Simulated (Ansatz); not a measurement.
Consider the substitution at a C–C bond: `CC(=O)C=C(C)C` + `CC(=O)O` → `CC(=O)OC(C)=O` + `C=C(C)C`.

Program: Ansatz. Geometries: PBE0-D4/def2-TZVP. ΔE: electronic, gas phase. CCSD(T)/CBS adds triple-zeta CCSD(T) − MP2 to the extrapolated MP2 energy (def2 sets, frozen cores). This one scheme is used for every species. DFT in def2-TZVPP. B3LYP here is the variant with VWN-RPA as its local correlation; programs differ in this. One conformer a species, not always the lowest.

| level | ΔE (kcal/mol) | difference from CCSD(T)/CBS |
| --- | --- | --- |
| PBE-D4 | 5.9 | 1.0 |
| r2SCAN-D4 | 4.9 | 0.0 |
| PBE0-D4 | 5.9 | 1.0 |
| B3LYP-D4 | 4.9 | 0.0 |
| ωB97X-V | 3.9 | -1.0 |
| ωB97M-V | 4.3 | -0.6 |
| B2PLYP | 4.4 | -0.5 |
| PBE | 5.5 | 0.6 |
| r2SCAN | 4.8 | -0.1 |
| PBE0 | 5.5 | 0.6 |
| B3LYP | 4.2 | -0.7 |
| HF/def2-TZVPP | 2.0 | -2.9 |
| MP2/def2-TZVPP | 5.0 | 0.1 |
| SCS-MP2/def2-TZVPP | 3.9 | -1.0 |
| CCSD/def2-TZVPP | 3.9 | -1.0 |
| CCSD(T)/def2-TZVPP | 4.2 | -0.7 |
| HF/def2-QZVPP | 1.9 | -3.0 |
| MP2/def2-QZVPP | 5.4 | 0.5 |
| SCS-MP2/def2-QZVPP | 4.2 | -0.7 |
| HF/CBS(def2) | 1.9 | -3.0 |
| MP2/CBS(def2) | 5.7 | 0.8 |
| CCSD/CBS(def2) | 4.6 | -0.3 |
| CCSD(T)/CBS | 4.9 | 0 |

Largest T1 diagnostic among the species: 0.015.

In def2-TZVPP, CCSD(T) changes the Hartree–Fock value by +2.2 kcal/mol (the triples alone add +0.3 kcal/mol) and MP2 by +3.0 kcal/mol.

CCSD(T)/CBS has its own doubt, a few kJ/mol and more with outer-core shells, so smaller differences from it don't rank the levels.
